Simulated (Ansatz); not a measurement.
Rows from a G0W0 calculation on AlAs (F-43m) (Ansatz 0.2.0; G0W0 on PBE, plane waves, PAW; PAW set soft_1; 4×4×4 mesh, 135 empty bands, screening to 120 eV, PAW set soft_1 files), in eV. Spin-orbit coupling is left out.

| row | k | band | start | Σx | Σc at the solution | Vxc |
| --- | --- | --- | --- | --- | --- | --- |
| A | Γ | v1 | 6.149 | -15.982 | 1.406 | -13.940 |
| B | (0.000, -0.500, -0.500) | c2 | 8.434 | -6.392 | -3.834 | -10.295 |
| C | (0.000, -0.500, -0.500) | c1 | 7.571 | -5.377 | -3.761 | -9.107 |
| D | Γ | c1 | 8.199 | -9.390 | -4.128 | -13.875 |
| E | (0.000, -0.500, -0.500) | v1 | 3.975 | -15.479 | 2.141 | -12.610 |
| F | Γ | c2 | 10.425 | -6.589 | -4.413 | -11.196 |

Question: Work out each quasiparticle level and how far it moved.

The quasiparticle equation reads E = start + Σx + Σc(E) − Vxc.

| row | E (eV) | shift (eV) |
| --- | --- | --- |
| A | 5.513 | −0.636 |
| B | 8.502 | +0.069 |
| C | 7.540 | −0.031 |
| D | 8.557 | +0.357 |
| E | 3.247 | −0.728 |
| F | 10.619 | +0.194 |

Limits: not at the basis limit; no spin-orbit coupling; coarse k mesh.

[Runs of the session that timed out or met a known fault of the program may be left out.]

[Cells called generated may have been cut or substituted from an entry of the Crystallography Open Database or the Materials Project.]

[Hosts, paths, dates, database ids (printed as entryN), source tags and the programs' standing remarks are cut or masked in the printed files.]
